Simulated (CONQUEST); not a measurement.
Si2Ni, 6 atoms in the cell. The structure is cubic, space group Fm-3m (No. 225). The conventional cell has a = 5.406 Å, b = 5.406 Å, c = 5.406 Å, α = 90.00°, β = 90.00°, γ = 90.00°. Ni (site symmetry m-3m) is surrounded by 8 Si at 2.34 Å. Si (site symmetry -43m) has 4 Ni at 2.34 Å as nearest neighbours. 

```yaml
Program: CONQUEST 1.3
Task: single point
Functional: PBEsol
Potentials_or_basis: PseudoDojo NC PBEsol, DZP, grid cutoff 150 Ha
k_mesh: 7 × 7 × 5
Occupations: fermi-dirac, width 0.05 eV
Spin: collinear spin, ferromagnetic start
Starting_moments: "[1.0, 1.0, 0.0, 0.0, 0.0, 0.0] μB"
Solver: diagonalisation
SCF_tolerance: 1e-06
```

Potentials or basis: PseudoDojo NC PBEsol, DZP, grid cutoff 150 Ha.

Command:

```sh
$ OMP_NUM_THREADS=1 Conquest
```

Hardware: 1 thread of Intel(R) Xeon(R) 6975P-C (Granite Rapids), on a shared host.

Q: How long does it take, and how much memory?

A: Wall time 2.9 min on 1 thread of Intel(R) Xeon(R) 6975P-C (Granite Rapids), on a shared host, peak memory 1.2 GiB. Counts: scf iterations 10, k points 123, basis 90.
